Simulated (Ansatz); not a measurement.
# C (P6_3/mmc) in Ansatz: a series of runs

Runs on C. Level: LDA. Tasks: single point, equation of state.

The COD entry that gives the cell may itself be a prediction, so a difference from it is no test against experiment.

Program: Ansatz 0.2.0. These are calculated values, not measurements. Logs are shortened: lines on timing, memory, paths and dates and some standing lists are left out, and cuts for length are marked.

## (1) The crystal as given

Symmetry: P6_3/mmc, No. 194, hexagonal system. Conventional cell: a = 2.522 Å, b = 2.522 Å, c = 8.237 Å, α = 90.00°, β = 90.00°, γ = 120.00°. C (site symmetry 3m) is surrounded by 4 C at 1.54 Å. C (site symmetry 3m) is surrounded by 4 C at 1.54 Å.

This is a hexagonal form of diamond, not graphite.

## (2) Single point, LDA, 5.33 Å³/atom (volume scaled by 0.94)

input.yaml reads:

```yaml
crystal:
  lattice:
    - [2.4706141248, 0.0, 0.0]
    - [-1.2353070624, 2.139614595, 0.0]
    - [0.0, 0.0, 8.0689487361]
  atoms:
    - { symbol: C, position: [0.6666666667, 0.3333333333, 0.84375] }
    - { symbol: C, position: [0.3333333333, 0.6666666667, 0.34375] }
    - { symbol: C, position: [0.6666666667, 0.3333333333, 0.65625] }
    - { symbol: C, position: [0.3333333333, 0.6666666667, 0.15625] }
    - { symbol: C, position: [0.0, 0.0, 0.90625] }
    - { symbol: C, position: [0.0, 0.0, 0.40625] }
    - { symbol: C, position: [0.0, 0.0, 0.59375] }
    - { symbol: C, position: [0.0, 0.0, 0.09375] }
hamiltonian:
  xc: lda
  pseudopotentials: { kind: paw, xc_functional: lda, accuracy: standard }
kpoints:
  mp_grid: { grid: [12, 12, 4] }
scf:
  occupations: { method: fermi_dirac, width: 0.05 }
output:
  forces: true
  stress: true
  eigenvalues: true
```

Potentials or basis: JTH PAW LDA.

Launch:

```sh
$ ansatz run input.yaml --threads 2 --pin off --max-ram 5120MiB --backend cpu --events-out ev --progress --plain --runs-dir out
```

The log of the run:

```text
Warning: the checks of this C dataset prove no rule for summing its radial tables, as where they were carried onto another mesh than they were made on, and Gregory's rule is taken, under which a leading mesh point left out moves its sums only by what lay on the interval it spanned. That does not make them correct, and they differ from Quantum ESPRESSO's on this file; a re-export a fraction of a mesh step off can move them. hamiltonian.pseudopotentials.radial_quadrature: simpson_from_first_knot sums it by `pw.x`'s rule; on a PAW file no value gives `pw.x`'s numbers. What more to know: hamiltonian.pseudopotentials.radial_quadrature, in the input reference
Warning: RAYON_NUM_THREADS=2 ignored (pool sized by the plan → 2); use --threads N
Engine: ansatz 0.2.0, aarch64-unknown-linux-gnu
Pseudopotentials: kind: paw
Pseudopotential: C, paw, valence charge 4, recommended cutoff 780 eV (normal), C.paw.azcp
Functional definition: SPW92
  exchange = slater_x
  correlation = pw_c
Crystal: 8 atoms, lattice volume = 42.654 Å³
Basis set: ecut = 780 eV, 2137 PW (Γ)
Bands: 24, of which v1, the nominal top of the filled ones, is band 16 counted from 1 (15 counted from 0)
Symmetry: 24 space group operations
Space group: P63/mmc (ITA 194), of the structure as read, at distance tolerance 3.5e-5 Å
k-points: 57 of 576
Non-local potential: C, projectors of the file, l = 0: 2, l = 1: 2
PAW form: compensated (Kresse and Joubert's): semilocal exchange-correlation on the pseudo side sees the compensation charge
PAW one-centre angular grid: C, 110 points (default); XC on 64 Gauss nodes
Initial density: superposition of atomic densities (chi_scale 0.1, normalization cell)
Initial wavefunctions: pseudopotential atomic-orbital guess
Functional: x = slater, c = lda
SCF iter   1: F=—  HF=-1943.491294 eV  |F-HF|=—  |Δ(HF+E_count)|=         —  Δρ=1.58e-1  dr2=7.72e0  ethr=3.10e-3  ⟨swp⟩=6.5  Hψ=8514  notcnv=0  defer=3
preconditioner: auto → none  [insulator: Δε(μ)=5.603 eV  Ē_g=17.834 eV  σ=0.050 eV  W_gap=1.00  n_scr=6 (ndim 8)  ℏωp=32.2 eV  f_vac=0.000  D(μ)=0.00/eV (n_scr^D=0)  ε∞_Penn≈4.3]
SCF iter   2: F=—  HF=-1940.280340 eV  |F-HF|=—  |Δ(HF+E_count)|=    3.21e0  Δρ=6.11e-2  dr2=1.07e0  ethr=3.10e-3  ⟨swp⟩=3.0  Hψ=3375  notcnv=0  defer=131
SCF iter   3: F=—  HF=-1939.801929 eV  |F-HF|=—  |Δ(HF+E_count)|=   4.78e-1  Δρ=5.03e-3  dr2=3.25e-3  ethr=3.10e-3  ⟨swp⟩=2.2  Hψ=2425  notcnv=0  defer=131
SCF iter   4: F=—  HF=-1939.800931 eV  |F-HF|=—  |Δ(HF+E_count)|=   9.98e-4  Δρ=2.05e-4  dr2=1.44e-5  ethr=1.02e-5  ⟨swp⟩=2.7  Hψ=2346  notcnv=0  defer=74
automatic band count: iteration 4 solves 23 bands in place of 24: the levels show a gap, and the empty bands left out lie too high to hold charge; the band table lists the bands solved (type scf.n_extra_bands for more)
SCF iter   5: F=—  HF=-1939.800930 eV  |F-HF|=—  |Δ(HF+E_count)|=   7.62e-7  Δρ=8.32e-5  dr2=4.78e-6  ethr=4.50e-8  ⟨swp⟩=2.6  Hψ=2523  notcnv=0  defer=74
SCF iter   6: F=—  HF=-1939.800929 eV  |F-HF|=—  |Δ(HF+E_count)|=   1.37e-6  Δρ=2.65e-5  dr2=1.11e-7  ethr=1.49e-8  ⟨swp⟩=2.1  Hψ=1867  notcnv=0  defer=74
SCF iter   7: F=-1939.800929 eV  HF=-1939.800929 eV  |F-HF|=5.53e-10  |Δ(HF+E_count)|=   5.14e-9  Δρ=4.77e-6  dr2=3.17e-9  ethr=3.13e-10  ⟨swp⟩=11.5  Hψ=6441  notcnv=0
SCF 1 converged in 7 iterations: F = -1939.800929 eV  dr2 = 3.17e-9
SCF converged after 7 iterations
Free energy (F): -1939.800929 eV
Harris-Foulkes:  -1939.800929 eV  (|F-HF|=5.53e-10)
Internal energy: -1939.800929 eV  (E = F + TS)
E sigma→0 (E₀):  -1939.800929 eV
Fermi energy:    16.589086 eV
--- Per-component energies (eV) ---
  E_band       = 157.797951
  E_kinetic    = 769.106495
  E_local      = -389.420291  (includes V_loc(G=0)·N_el)
  E_nonlocal   = 117.995525
  E_hartree    = 102.401382
  E_xc         = -497.125980
  E_vxc        = -527.449417  (∫ρ·V_xc dr)
  E_paw        = -622.964138  (= ΣΔE_a)
  E_vpaw       = -17.236891  (= ΣTr[D̂ρ^β])
  E_aug_tail   = -0.000028  (compensation charges beyond the density's cutoff)
  E_ewald      = -1419.793894
  E_smearing   = -0.000000  (= −TS)
  E_closure    = 0.000000  (closes the sum)
  Σ components = -1939.800929   (vs F -1939.800929, Δ=0.00e0)
--- Forces (eV/Å), atoms counted from 1 ---
  atom   1  C      0.00000000    -0.00000000     0.36022665
  atom   2  C      0.00000000     0.00000000     0.36022665
  atom   3  C     -0.00000000    -0.00000000    -0.36022665
  atom   4  C      0.00000000     0.00000000    -0.36022665
  atom   5  C      0.00000000     0.00000000     0.37125838
  atom   6  C      0.00000000    -0.00000000     0.37125838
  atom   7  C     -0.00000000     0.00000000    -0.37125838
  atom   8  C      0.00000000    -0.00000000    -0.37125838
  max |Σ_I F_I| component: 5.55e-17 eV/Å
--- Stress (GPa, compression-positive) ---
       10.829789      -0.000000       0.000000
       -0.000000      10.829789       0.000000
        0.000000       0.000000      25.450071
  P = ⅓ Tr σ = 15.7032 GPa (157.032 kbar)
--- Band table (eV; the first three rows and the last of 57) ---
  k-point 0: bands = ["-7.9492", "-6.1838", "-6.1313", "-1.7155", "0.1461", "7.3734", "7.4567", "11.1595", "11.1595", "12.2811", "12.2811", "12.5249", "12.5249", "14.1224", "14.3646", "14.3646", "19.6341", "19.6341", "20.1968", "21.5107", "21.5107", "22.2776", "22.5616"]
  k-point 1: bands = ["-7.8364", "-6.9380", "-5.1653", "-2.6539", "1.2697", "5.2245", "9.6267", "11.2416", "11.2416", "11.8699", "11.8699", "13.0241", "13.0241", "13.4065", "14.1555", "14.1555", "19.8761", "19.8761", "20.5894", "21.1367", "21.1367", "21.9983", "22.8230"]
  k-point 2: bands = ["-7.4986", "-7.4986", "-3.9781", "-3.9781", "3.1437", "3.1437", "11.4833", "11.4833", "11.4833", "11.4833", "11.7178", "11.7178", "13.6436", "13.6436", "13.6436", "13.6436", "20.4658", "20.4658", "20.4658", "20.4658", "21.3494", "21.3494", "23.2134"]
  k-point 56: bands = ["-0.1505", "-0.1505", "-0.0055", "-0.0055", "2.1640", "2.1640", "3.1291", "3.1291", "4.5507", "4.5507", "5.2760", "5.2760", "8.7493", "8.7493", "8.9515", "8.9515", "19.4901", "19.4901", "24.6983", "24.6983", "25.8233", "25.8233", "26.5020"]
```

Wall time 3.7 s (2 threads of Arm Neoverse V1, shared host); peak memory 0.38 GiB.

What came out:

```
Free energy            : -1939.8009 eV
Pressure               : 15.7 GPa
Largest force          : 0.371 eV/Å
Band gap on the k mesh : 4.53 eV, indirect (least direct gap 5.27 eV)
```

## (3) Single point, LDA, 5.45 Å³/atom (volume scaled by 0.96)

Changes to input.yaml since step 2:

```diff
@@ -2,5 +2,5 @@
   lattice:
-    - [2.4706141248, 0.0, 0.0]
-    - [-1.2353070624, 2.139614595, 0.0]
-    - [0.0, 0.0, 8.0689487361]
+    - [2.4880133891, 0.0, 0.0]
+    - [-1.2440066945, 2.1546827999, 0.0]
+    - [0.0, 0.0, 8.125774191]
   atoms:
@@ -25 +25,5 @@
   eigenvalues: true
+  write_density: true
+  write_potential: true
+  elf: true
+  volumetric_format: npy
```

Potentials or basis: JTH PAW LDA.

Launch:

```sh
$ ansatz run input.yaml --threads 2 --pin off --max-ram 5120MiB --backend cpu --events-out ev --progress --plain --runs-dir out
```

It took 5 s on 2 threads of Arm Neoverse V1, shared host; peak memory 0.39 GiB.

It converged, with:

```yaml
Free_energy: -1939.8592 eV
Pressure: 5.0 GPa
Largest_force: 0.356 eV/Å
Band_gap_on_the_k_mesh: 4.48 eV, indirect (least direct gap 5.22 eV)
```

## (4) Single point, LDA, 5.56 Å³/atom (volume scaled by 0.98)

Changes to input.yaml since step 3:

```diff
@@ -2,5 +2,5 @@
   lattice:
-    - [2.4880133891, 0.0, 0.0]
-    - [-1.2440066945, 2.1546827999, 0.0]
-    - [0.0, 0.0, 8.125774191]
+    - [2.5051726443, 0.0, 0.0]
+    - [-1.2525863222, 2.1695431509, 0.0]
+    - [0.0, 0.0, 8.1818157839]
   atoms:
@@ -25,5 +25 @@
   eigenvalues: true
-  write_density: true
-  write_potential: true
-  elf: true
-  volumetric_format: npy
```

Launch:

```sh
$ ansatz run input.yaml --threads 2 --pin off --max-ram 5120MiB --backend cpu --events-out ev --progress --plain --runs-dir out
```

Wall time 3.7 s (2 threads of Arm Neoverse V1, shared host); peak memory 0.39 GiB.

The run converged. Its results:

```yaml
Free_energy: -1939.8600 eV
Pressure: -4.6 GPa
Largest_force: 0.342 eV/Å
Band_gap_on_the_k_mesh: 4.42 eV, indirect (least direct gap 5.18 eV)
```

## (5) Single point, LDA, 5.67 Å³/atom

Changes to input.yaml since step 4:

```diff
@@ -2,5 +2,5 @@
   lattice:
-    - [2.5051726443, 0.0, 0.0]
-    - [-1.2525863222, 2.1695431509, 0.0]
-    - [0.0, 0.0, 8.1818157839]
+    - [2.5221, 0.0, 0.0]
+    - [-1.26105, 2.1842026709, 0.0]
+    - [0.0, 0.0, 8.2371]
   atoms:
```

Launch:

```sh
$ ansatz run input.yaml --threads 2 --pin off --max-ram 5120MiB --backend cpu --events-out ev --progress --plain --runs-dir out
```

Wall time 3.9 s (2 threads of Arm Neoverse V1, shared host); peak memory 0.39 GiB.

It converged, with:

```
Free energy            : -1939.8084 eV
Pressure               : -13.4 GPa
Largest force          : 0.329 eV/Å
Band gap on the k mesh : 4.37 eV, indirect (least direct gap 5.13 eV)
```

## (6) Single point, LDA, 5.79 Å³/atom (volume scaled by 1.02)

Changes to input.yaml since step 5:

```diff
@@ -2,5 +2,5 @@
   lattice:
-    - [2.5221, 0.0, 0.0]
-    - [-1.26105, 2.1842026709, 0.0]
-    - [0.0, 0.0, 8.2371]
+    - [2.5388031358, 0.0, 0.0]
+    - [-1.2694015679, 2.1986680108, 0.0]
+    - [0.0, 0.0, 8.2916519209]
   atoms:
```

Potentials or basis: JTH PAW LDA.

Launch:

```sh
$ ansatz run input.yaml --threads 2 --pin off --max-ram 5120MiB --backend cpu --events-out ev --progress --plain --runs-dir out
```

Run time: 4.2 s. Hardware: 2 threads of Arm Neoverse V1, shared host; peak memory 0.39 GiB.

Results (log left out):

* Free energy: -1939.7094 eV
* Pressure: -21.4 GPa
* Largest force: 0.317 eV/Å
* Band gap on the k mesh: 4.32 eV, indirect (least direct gap 5.09 eV)

## (7) Single point, LDA, 5.90 Å³/atom (volume scaled by 1.04)

Changes to input.yaml since step 6:

```diff
@@ -2,5 +2,5 @@
   lattice:
-    - [2.5388031358, 0.0, 0.0]
-    - [-1.2694015679, 2.1986680108, 0.0]
-    - [0.0, 0.0, 8.2916519209]
+    - [2.5552893324, 0.0, 0.0]
+    - [-1.2776446662, 2.2129454759, 0.0]
+    - [0.0, 0.0, 8.3454953252]
   atoms:
@@ -25 +25,5 @@
   eigenvalues: true
+  write_density: true
+  write_potential: true
+  elf: true
+  volumetric_format: npy
```

Launch:

```sh
$ ansatz run input.yaml --threads 2 --pin off --max-ram 5120MiB --backend cpu --events-out ev --progress --plain --runs-dir out
```

Run time: 5.8 s. Hardware: 2 threads of Arm Neoverse V1, shared host; peak memory 0.4 GiB.

The run converged. Its results:

| Item | Value |
| --- | --- |
| Free energy | -1939.5671 eV |
| Pressure | -28.7 GPa |
| Largest force | 0.305 eV/Å |
| Band gap on the k mesh | 4.27 eV, indirect (least direct gap 5.05 eV) |

## (8) Single point, LDA, 6.01 Å³/atom (volume scaled by 1.06)

Changes to input.yaml since step 7:

```diff
@@ -2,5 +2,5 @@
   lattice:
-    - [2.5552893324, 0.0, 0.0]
-    - [-1.2776446662, 2.2129454759, 0.0]
-    - [0.0, 0.0, 8.3454953252]
+    - [2.5715654994, 0.0, 0.0]
+    - [-1.2857827497, 2.22704105, 0.0]
+    - [0.0, 0.0, 8.3986527796]
   atoms:
@@ -25,5 +25 @@
   eigenvalues: true
-  write_density: true
-  write_potential: true
-  elf: true
-  volumetric_format: npy
```

Launch:

```sh
$ ansatz run input.yaml --threads 2 --pin off --max-ram 5120MiB --backend cpu --events-out ev --progress --plain --runs-dir out
```

It took 4.3 s on 2 threads of Arm Neoverse V1, shared host; peak memory 0.4 GiB.

It converged, with:

| Property | Result |
| --- | --- |
| Free energy | -1939.3857 eV |
| Pressure | -35.3 GPa |
| Largest force | 0.295 eV/Å |
| Band gap on the k mesh | 4.22 eV, indirect (least direct gap 5.00 eV) |

## (9) Equation of state, LDA

Potentials or basis: JTH PAW LDA.

This step only gathers the single runs of the series.

What came out:

```
Equilibrium volume                        : 5.50 Å³/atom
Bulk modulus at fixed shape and positions : 469 GPa
Pressure derivative of the bulk modulus   : 3.7
```

Energy against volume, from the lowest point:
| volume (Å³/atom) | energy (meV/atom) |
| --- | --- |
| 5.332 | 7.38 |
| 5.445 | 0.09 |
| 5.559 | 0.00 |
| 5.672 | 6.44 |
| 5.785 | 18.82 |
| 5.899 | 36.60 |
| 6.012 | 59.28 |

Caveat: the cell was scaled at fixed shape and fractional positions, which overstates the stiffness of a crystal with free parameters, most of all of layers and chains.
